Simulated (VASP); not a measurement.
All values below come from TPSS meta-GGA, VASP's PBE PAW potentials (set 64) (plane waves; VASP).

A VASP calculation is set up with these files.

KPOINTS:
```
Automatic
0
Gamma
 7 7 7
```

INCAR:
```
! general
SYSTEM   =  CsBr
PREC     =  Accurate
ENCUT    =  520
LREAL    =  .False.
LASPH    =  .True.

! electronic loop
EDIFF    =  1E-7
NELM     =  100
ALGO     =  Normal
LMAXMIX  =  4
LMIXTAU  =  .True.

! smearing
ISMEAR   =  -5

! functional
METAGGA  =  TPSS

! ions
ISIF     =  2

! output
LWAVE    =  .False.
LCHARG   =  .False.
LORBIT   =  11
NEDOS    =  601
```

File KPOINTS_OPT:
```
k-points along high-symmetry lines
10
Line-mode
Reciprocal
  0.000000   0.000000   0.000000 ! GAMMA
  0.000000   0.500000   0.000000 ! X

  0.000000   0.500000   0.000000 ! X
  0.500000   0.500000   0.000000 ! M

  0.500000   0.500000   0.000000 ! M
  0.000000   0.000000   0.000000 ! GAMMA

  0.000000   0.000000   0.000000 ! GAMMA
  0.500000   0.500000   0.500000 ! R

  0.500000   0.500000   0.500000 ! R
  0.000000   0.500000   0.000000 ! X

  0.500000   0.500000   0.500000 ! R
  0.500000   0.500000   0.000000 ! M
```

### POSCAR
```
CsBr
1.0
  4.3832465491   0.0000000000   0.0000000000
  0.0000000000   4.3832465491   0.0000000000
  0.0000000000   0.0000000000   4.3832465491
Cs Br
1 1
Cart
  0.0000000000   0.0000000000   0.0000000000
  2.1916232745   2.1916232745   2.1916232745
```

POTCAR, in this order: Cs_sv Br (PBE.64 set). Program: vasp_std.

The run wrote:

OSZICAR:
```
       N       E                     dE             d eps       ncg     rms          rms(c)
DAV:   1     0.813235905848E+02    0.81324E+02   -0.66388E+03   480   0.113E+03
DAV:   2    -0.156031140300E+02   -0.96927E+02   -0.91458E+02   748   0.220E+02
DAV:   3    -0.232059615912E+02   -0.76028E+01   -0.75811E+01   608   0.630E+01
DAV:   4    -0.232997643038E+02   -0.93803E-01   -0.93716E-01   560   0.898E+00
DAV:   5    -0.233010532318E+02   -0.12889E-02   -0.12886E-02   616   0.982E-01    0.170E+00
DAV:   6    -0.226943715041E+02    0.60668E+00   -0.14260E+00   496   0.168E+01    0.994E-01
DAV:   7    -0.222033676311E+02    0.49100E+00   -0.40778E-01   556   0.584E+00    0.626E-01
DAV:   8    -0.223243109535E+02   -0.12094E+00   -0.14941E-01   572   0.291E+00    0.483E-01
DAV:   9    -0.223368009564E+02   -0.12490E-01   -0.19598E-02   512   0.137E+00    0.287E-01
DAV:  10    -0.223403800897E+02   -0.35791E-02   -0.11832E-02   540   0.114E+00    0.136E-01
DAV:  11    -0.223438173924E+02   -0.34373E-02   -0.12799E-03   580   0.332E-01    0.905E-02
DAV:  12    -0.223423991000E+02    0.14183E-02   -0.27859E-03   528   0.519E-01    0.439E-02
DAV:  13    -0.223443729764E+02   -0.19739E-02   -0.14723E-03   548   0.479E-01    0.161E-02
DAV:  14    -0.223445404690E+02   -0.16749E-03   -0.49305E-05   564   0.975E-02    0.659E-03
DAV:  15    -0.223445873379E+02   -0.46869E-04   -0.15463E-05   576   0.427E-02    0.601E-03
DAV:  16    -0.223445919182E+02   -0.45802E-05   -0.33935E-06   536   0.237E-02    0.201E-03
DAV:  17    -0.223445926057E+02   -0.68760E-06   -0.28022E-07   584   0.556E-03    0.613E-04
DAV:  18    -0.223445926674E+02   -0.61617E-07   -0.99690E-08   400   0.381E-03
   1 F= -.22344593E+02 E0= -.22344593E+02  d E =0.000000E+00
       N       E                     dE             ncg
       N       E                     dE             ncg
       N       E                     dE             ncg
```

File OUTCAR:
```
------------------------ aborting loop because EDIFF is reached ----------------------------------------
  FORCE on cell =-STRESS in cart. coord.  units (eV):
  Direction    XX          YY          ZZ          XY          YZ          ZX
  --------------------------------------------------------------------------------------
  Total       -0.0131692     -0.0131692     -0.0131692     -0.0000000     -0.0000000     -0.0000000
  in kB       -0.2505421     -0.2505421     -0.2505421     -0.0000000     -0.0000000     -0.0000000
  external PRESSURE =      -0.2505421 kB  Pullay stress =       0.0000000 kB
  volume of cell :       84.21
      direct lattice vectors                 reciprocal lattice vectors
     4.383246549  0.000000000  0.000000000     0.228141399  0.000000000  0.000000000
     0.000000000  4.383246549  0.000000000     0.000000000  0.228141399  0.000000000
     0.000000000  0.000000000  4.383246549     0.000000000  0.000000000  0.228141399
 POSITION                                       TOTAL-FORCE (eV/Angst)
 -----------------------------------------------------------------------------------
      0.00000      0.00000      0.00000         0.000000      0.000000      0.000000
      2.19162      2.19162      2.19162         0.000000      0.000000      0.000000
 -----------------------------------------------------------------------------------
    total drift:                                0.000000      0.000000      0.000000
  FREE ENERGIE OF THE ION-ELECTRON SYSTEM (eV)
  ---------------------------------------------------
  free  energy   TOTEN  =       -22.3445926674 eV

  energy  without entropy=      -22.3445926674  energy(sigma->0) =      -22.34459267

 total charge

# of ion       s       p       d       tot
------------------------------------------
    1        1.839   4.721   0.024   6.585
    2        1.565   3.273   0.001   4.840
--------------------------------------------------
tot          3.404   7.994   0.026  11.424
```
(Selected blocks of OUTCAR.)

The compound is CsBr in the CsCl type structure. It was relaxed first, which changed the volume by +7 %.
